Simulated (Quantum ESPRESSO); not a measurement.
The system is Pd.

```
CELL_PARAMETERS angstrom
0.00000 1.94650 1.94650
1.94650 0.00000 1.94650
1.94650 1.94650 0.00000
ATOMIC_POSITIONS crystal
Pd 0.00000 0.00000 0.00000
```

* Program: Quantum ESPRESSO 7.5
* Task: relaxation of cell and atoms
* Functional: revPBE
* Potentials or basis: Ansatz NC SR PBE
* Cutoff: 1116 eV
* Density cutoff: 4463 eV
* k mesh: 12 × 12 × 12
* Occupations: fermi-dirac, width 0.05 eV
* Spin: no spin polarisation

At the start: pressure 10.2 GPa; volume 14.75 Å³/atom.

Task: How do energy, volume and symmetry change on relaxing?

Result: Over 7 steps the energy falls by 25.9 meV/atom and the volume is 15.62 Å³/atom (+5.9 %); space group Fm-3m (No. 225, to 0.05 Å).

Step by step:
```
step  energy change (eV)  largest force (eV/Å)  pressure (GPa)  volume (Å³)
   1              0.0000                0.0000           10.20        14.75
   2             -0.0196                0.0000            4.74        15.17
   3             -0.0247                0.0000           -2.00        15.82
   4             -0.0249                0.0000           -1.78        15.79
   5             -0.0253                0.0000           -1.37        15.75
   6             -0.0257                0.0000           -0.81        15.69
   7             -0.0259                0.0000           -0.14        15.62
```

Final structure:
```
Pd
1.0
     0.00000    1.98405    1.98405
     1.98405    0.00000    1.98405
     1.98405    1.98405    0.00000
Pd
1
Direct
  0.00000 0.00000 0.00000
```

Caveat: the potentials were made for another functional, which shifts forces and pressure.
